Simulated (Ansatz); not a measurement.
## InSb: a film clamped to a substrate

Computed with DFT PBE, scalar-relativistic, plane waves, PAW (Ansatz 0.2.0). The runs took a 420 eV cutoff, a Γ-centred 16×16×16 mesh and Gaussian smearing (0.15 eV). Spin–orbit coupling is left out, which matters for the heavy elements here. No spin polarisation. Energies are free energies at this smearing, counted from the undisturbed cell; pressure is positive in compression.

Zero of the scan (relaxed at this level):

```xyz
2
Lattice="0.0000 3.3174 3.3174 3.3174 0.0000 3.3174 3.3174 3.3174 0.0000" Properties=species:S:1:pos:R:3 pbc="T T T"
In    0.0000    0.0000    0.0000
Sb    4.9761    4.9761    4.9761
```

The cell (2 atoms, V0 = 73.02 Å³) is strained by p along both x and y and by q along z, fractional coordinates fixed. τp = (1/V0) ∂E/∂p = (σxx + σyy)(1 + p)(1 + q) and τq = (1/V0) ∂E/∂q = σzz(1 + p)², with tension positive.

```
     p q  ΔE (meV/atom)  τp (GPa)  τq (GPa)
 0.000   0.000           0.00      0.00      0.00
-0.040   0.000          33.39     -7.71     -2.65
 0.040   0.000          26.95      5.61      1.88
 0.000  -0.040          10.29     -2.52     -2.29
 0.000   0.040           9.50      1.97      2.05
```

Q: Get the second derivatives of the energy density.

A: Central differences give A = ∂τp/∂p = 167 GPa (C11 + C22 + 2 C12), C = ∂τq/∂q = 54 GPa (C33) and the cross term B = ∂τq/∂p = 57 GPa (C13 + C23); ∂τp/∂q = 56 GPa must equal B, and any difference shows higher-order terms. Steps this large leave an error of some per cent of A or C in all of these, which can swamp a small B. The ions are clamped. In a cubic crystal C11 = C = 54, C12 = B/2 = 28.4 GPa and A should be 2(C11 + C12) = 165 GPa; the bulk modulus is (C11 + 2 C12)/3 = 37 GPa.

Q: A film of this crystal grows with z along the normal on a substrate that imposes p. How does its thickness respond, and what does the misfit cost?

A: Count p and q from the stress-free cell. A free surface needs τq = 0, so q = −(B/C) p = -1.05 p. The energy density left is (A − B²/C) p²/2 = M p², with the biaxial modulus M = 54 GPa; a misfit of 1 % costs 1.22 meV/atom, against 1.90 meV/atom if the thickness were held.

The gap closes along the scan, which can put kinks into the curve.

Cost: 24 runs of about 13 core-minutes in all, on Arm Neoverse V2 (shared hosts).

The film recovers part of its misfit energy by changing thickness: at 1 % misfit the cost falls from 1.90 to 1.22 meV/atom. The response q = -1.05 p is well short of volume conservation, as expected of a tetrahedral covalent network in which bending bond angles is easier than stretching bonds, but still meets resistance. Compression costs more than equal extension along both strain paths because short-range repulsion rises faster than bonding weakens on stretching.

Clamping the ions does no harm here, since strain along the cubic axes of zinc blende leaves both sublattices on sites where symmetry forbids a net force. The bulk modulus of 37 GPa is nonetheless clearly below the accepted value for InSb, and the cell is too large; both probably reflect PBE's underbinding, so the absolute misfit cost is likely too low, while the thickness ratio should be more reliable because errors in the stiffnesses partly cancel. The results don't carry over to a (111) film, whose response also involves shear and internal displacement of the sublattices.
